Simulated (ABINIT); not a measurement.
Crystal: Sn.

```
Sn
1.0
     0.00000    3.23334    3.23334
     3.23334    0.00000    3.23334
     3.23334    3.23334    0.00000
Sn
2
Direct
  0.75000 0.75000 0.75000
  0.50000 0.50000 0.50000
```

This isn't the form of Sn at room conditions, which is tetragonal (white tin).

Base run:

| Item | Value |
| --- | --- |
| Program | ABINIT 10.8.3 (patched build) |
| Functional | r2SCAN |
| Potentials or basis | SG15 NC PBE v1.2 |
| Cutoff | 707 eV |
| k mesh | 7 × 7 × 7 |
| Occupations | fermi-dirac, width 0.05 eV |
| Spin | no spin polarisation |

Its results: band gap on the k mesh none (metal or under the smearing width); pressure 0.8 GPa.

Q: The run is repeated on the same cell with these changes: potentials or basis from SG15 NC PBE v1.2 to Ansatz NC r2SCAN; cutoff from 707 eV to 1469 eV. What comes out?

A: Band gap on the k mesh none (metal or under the smearing width); pressure 2.2 GPa.

Caveats: the potentials were made for another functional, which shifts forces and pressure (some runs).
